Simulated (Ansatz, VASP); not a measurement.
## Cr in VASP and in Ansatz

INCAR

```
PREC = Accurate
ENCUT = 520
EDIFF = 1E-7
ISMEAR = -1
SIGMA = 0.1
LREAL = F
LASPH = T
NELM = 100
ALGO = Normal
ISIF = 2
LWAVE = F
LCHARG = F
GGA = RP
NBANDS = 12
```

File KPOINTS:

```
regular mesh
0
Gamma
  15 15 15
```

POSCAR

```
Cr
1.0
    2.3886083330      0.0000000000      0.0000000000
    0.0000000000      2.3886083330      0.0000000000
    0.0000000000      0.0000000000      2.3886083330
Cr
1
Direct
    0.0000000000      0.0000000000      0.0000000000
```

Input for Ansatz:

```yaml
crystal:
  lattice:
    - [2.388608333, 0.0, 0.0]
    - [0.0, 2.388608333, 0.0]
    - [0.0, 0.0, 2.388608333]
  atoms:
    - { symbol: Cr, position: [0.0, 0.0, 0.0] }
hamiltonian:
  xc: rpbe
  pseudopotentials:
    kind: paw
    azcp:
      Cr: "pseudopotentials/Cr.paw.azcp"
basis:
  ecutwfc: 420
  fft_grid_basis: typed
kpoints:
  mp_grid: { grid: [15, 15, 15], shift: [0, 0, 0] }
magnetization:
  spin_polarized: false
scf:
  occupations: { method: fermi_dirac, width: 0.1 }
  lower_state_search: "off"
output:
  stress: true
```

Alike in both runs: task single point; functional RPBE; k mesh 15 × 15 × 15; occupations fermi-dirac, width 0.1 eV; no spin polarisation.

|  | VASP | Ansatz |
| --- | --- | --- |
| version | VASP 6.6.1 | Ansatz 0.2.0 |
| potentials or method | VASP PAW PBE potentials, release 64 (Cr_pv) | plane waves (420 eV) with PAW, scalar-relativistic |
| plane-wave cutoff (eV) | 520 | 420 |
| valence electrons in the cell | 12 | 14 |

|  | VASP | Ansatz | Ansatz less VASP |
| --- | --- | --- | --- |
| pressure (GPa) | -5.9 | -5.7 | +0.24 |

The two sets of potentials don't hold the same shells in valence.

Caveats: the PAW data sets were made with another functional, which shifts forces and pressure a little (VASP); the run has no spin polarisation, though such a crystal can be magnetic. Spin polarisation is off, so any magnetic state and its effect on volume and gap are missing.
